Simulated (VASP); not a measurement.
VASP 6.6.1 run: InSb

INCAR

```
LREAL = .FALSE.
SIGMA = 0.02
ENCUT = 520
LASPH = .TRUE.
ISMEAR = -1
ISPIN = 2
MAGMOM = 1 1
LWAVE = .FALSE.
IBRION = -1
ISIF = 2
NSW = 0
EDIFF = 1E-7
LCHARG = .FALSE.
NBANDS = 16
ADDGRID = .TRUE.
GGA = PE
PREC = Accurate
NELM = 120
NELECT = 19
```

KPOINTS

```
KPOINTS created by Atomic Simulation Environment
0
Gamma
6 6 6
0 0 0
```

POSCAR

```
In Sb
 1.0000000000000000
    -0.0000000000000000    3.2795130080708281    3.2795130080708281
     3.2795130080708281    0.0000000000000000    3.2795130080708281
     3.2795130080708281    3.2795130080708281    0.0000000000000000
 In  Sb
   1   1
Cartesian
  0.0000000000000000  0.0000000000000000 -0.0000000000000000
  1.6397565040354141  1.6397565040354141  1.6397565040354141
```

The recommended PBE PAW datasets give the neutral cell 18 valence electrons.

Command

```
mpirun -np 1 vasp_std
```

OSZICAR

```
N       E                     dE             d eps       ncg     rms          rms(c)
DAV:   1     0.126766577981E+03    0.12677E+03   -0.81883E+03  1032   0.116E+03
DAV:   2     0.723680342573E+01   -0.11953E+03   -0.11663E+03  1152   0.295E+02
DAV:   3    -0.611374839960E+00   -0.78482E+01   -0.77031E+01  1264   0.767E+01
DAV:   4    -0.825077384510E+00   -0.21370E+00   -0.21365E+00  1304   0.146E+01
DAV:   5    -0.836603365518E+00   -0.11526E-01   -0.11526E-01  1504   0.287E+00    0.692E+00
DAV:   6    -0.944203025232E+00   -0.10760E+00   -0.69785E-01  1120   0.497E+00    0.323E+00
DAV:   7    -0.948982707070E+00   -0.47797E-02   -0.10282E-01  1264   0.291E+00    0.185E+00
DAV:   8    -0.943602237204E+00    0.53805E-02   -0.10070E-02  1376   0.970E-01    0.773E-01
DAV:   9    -0.942742422282E+00    0.85981E-03   -0.19316E-03  1288   0.338E-01    0.341E-01
DAV:  10    -0.942693247732E+00    0.49175E-04   -0.44996E-04  1296   0.212E-01    0.102E-01
DAV:  11    -0.942773258038E+00   -0.80010E-04   -0.11787E-04  1232   0.647E-02    0.425E-02
DAV:  12    -0.942797773805E+00   -0.24516E-04   -0.18762E-05  1248   0.353E-02    0.164E-02
DAV:  13    -0.942805028895E+00   -0.72551E-05   -0.49518E-06  1288   0.208E-02    0.832E-03
DAV:  14    -0.942809273055E+00   -0.42442E-05   -0.33515E-06  1272   0.119E-02    0.444E-03
DAV:  15    -0.942811107426E+00   -0.18344E-05   -0.14752E-06  1368   0.128E-02    0.267E-03
DAV:  16    -0.942811807530E+00   -0.70010E-06   -0.61611E-07  1320   0.775E-03    0.153E-03
DAV:  17    -0.942812162391E+00   -0.35486E-06   -0.33176E-07  1328   0.516E-03    0.104E-03
DAV:  18    -0.942812330500E+00   -0.16811E-06   -0.15866E-07   944   0.396E-03    0.511E-04
DAV:  19    -0.942812411884E+00   -0.81384E-07   -0.10680E-07   720   0.285E-03
   1 F= -.94281241E+00 E0= -.94006681E+00  d E =-.549121E-02  mag=     0.0002
```

Standard output (part)

```
POSCAR found type information on POSCAR InSb
 POSCAR found :  2 types and       2 ions
 LDA part: xc-table for (Slater+PW92), standard interpolation
 POSCAR, INCAR and KPOINTS ok, starting setup
 WAVECAR not read
 entering main loop
 the old and the new charge density differ
    0.692E+00
```

It converged. Results: pressure 26.0 GPa; magnetic moment of the cell 0.00 μB.

The cell is charged and sits in a uniform background.

For comparison, a separate PBE run of the intended cell, on usual settings and not on those above, gives a gap of 0.00 eV on its mesh and a pressure of 1.4 GPa.

The run above took about 99 s on one core of a shared host (Intel Xeon Platinum 8488C) and held 0.36 GiB at most.
